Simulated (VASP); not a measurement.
**Pb: single point with PBE**

The system is Pb.

```
Pb
1.0
     0.07409    2.50685    2.50685
     2.50685    0.07409    2.50685
     2.50685    2.50685    0.07409
Pb
1
Direct
  0.00000 0.00000 0.00000
```

The cell isn't the ideal one: equal xy, yz and zx shear strains of +3 %.

```
Program                : VASP 6.6.1
Task                   : single point
Functional             : PBE
Potentials or basis    : VASP PAW PBE potentials, release 64 (Pb_d)
Cutoff                 : 520 eV
k mesh                 : 13 × 13 × 13
Occupations            : fermi-dirac, width 0.08 eV
Spin                   : no spin polarisation
Dipole correction      : no
Further INCAR settings : ALGO = Normal; EDIFF = 1e-06; NBANDS = 13
```

```
Pressure               : 2.8 GPa
Band gap on the k mesh : none (metal or under the smearing width)
```

Stress tensor (GPa, compression positive):
```
 2.76 -0.64 -0.64
-0.64  2.76 -0.64
-0.64 -0.64  2.76
```

Levels at points of the mesh, in eV from the Fermi level:
```
           k point  band 3  band 4  band 5  band 6  band 7  band 8  band 9  band 10  band 11  band 12
(0.00, 0.00, 0.00)  -17.15  -17.01  -17.01  -11.88    6.62    7.75    7.75     9.82    10.83    12.32
```

Wall time 55 s on 1 thread of Intel(R) Xeon(R) Platinum 8259CL CPU @ 2.50GHz (Skylake/Cascade Lake) (shared host), peak memory 0.22 GiB.

Spin-orbit coupling is left out, which matters for the levels of Pb.
